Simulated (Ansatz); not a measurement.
## Ta under changes of volume

One of the cells (18.819 Å³/atom); the others are scaled copies at fixed shape and fractional positions:

```xyz
2
Lattice="2.9004 0.0000 0.0000 -1.4502 2.5118 0.0000 0.0000 0.0000 5.1663" Properties=species:S:1:pos:R:3 pbc="T T T"
Ta    0.0000    1.6745    1.2916
Ta    1.4502    0.8373    3.8747
```

This isn't the form of Ta at room conditions, which is bcc.

```yaml
Program: Ansatz 0.2.0
Functional: PBE0
Potentials_or_basis: Ansatz PAW
Cutoff: "420 eV (not typed: the program's choice for these potentials)"
k_mesh: 6 × 6 × 4
Occupations: fermi-dirac, width 0.05 eV
Spin: no spin polarisation
```

| volume (Å³/atom) | energy over the lowest point (meV/atom) | pressure (GPa) |
| --- | --- | --- |
| 17.689 | ? | ? |
| 18.066 | 13.71 | 3.9 |
| 18.442 | 0.00 | 1.2 |
| 18.819 | 2.06 | -2.8 |
| 19.571 | 32.44 | -9.0 |
| 19.948 | 57.35 | -12.1 |

Q: What does the run at 17.689 Å³/atom give?

A: Energy over the lowest point 28.30 meV/atom; pressure 8.7 GPa.

The energies don't lie on one smooth curve, so no fit is given. The run at 18.066 Å³/atom lies farthest off, from a change of basis, grid or state.

Energies are extrapolated to zero smearing.

Caveats: all runs use coarse meshes; the PAW data sets come from PBE, with cores solved anew for the run's functional, which leaves a small shift of forces and pressure; the thresholds are loose for stress.
